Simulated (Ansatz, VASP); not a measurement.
## One calculation of Si, two programs

```
Si
1.0
     2.76412    0.00000    0.00000
    -1.38206    2.39380    0.00000
     0.00000    0.00000    5.20794
Si
2
Cartesian
  0.0000 1.5959 1.3020
  1.3821 0.7979 3.9060
```

Alike in both runs: task single point; functional BLYP; k mesh 15 × 15 × 7; occupations fermi-dirac, width 0.1 eV; no spin polarisation.

|  | VASP | Ansatz |
| --- | --- | --- |
| version | VASP 6.6.1 | Ansatz 0.2.0 |
| potentials or method | VASP PAW PBE potentials, release 64 (Si) | plane waves (420 eV) with PAW, scalar-relativistic |
| plane-wave cutoff (eV) | 520 | 420 |
| valence electrons in the cell | 8 | 8 |

```csv
,VASP,Ansatz,Ansatz less VASP
pressure (GPa),-1.6,-1.9,-0.29
largest component of the traceless stress (GPa),1.28,1.20,-0.083
```

The functional is the same, so the differences come from potentials, cutoffs and numerics.

Caveats: the PAW data sets were made with another functional, which shifts forces and pressure a little (VASP).
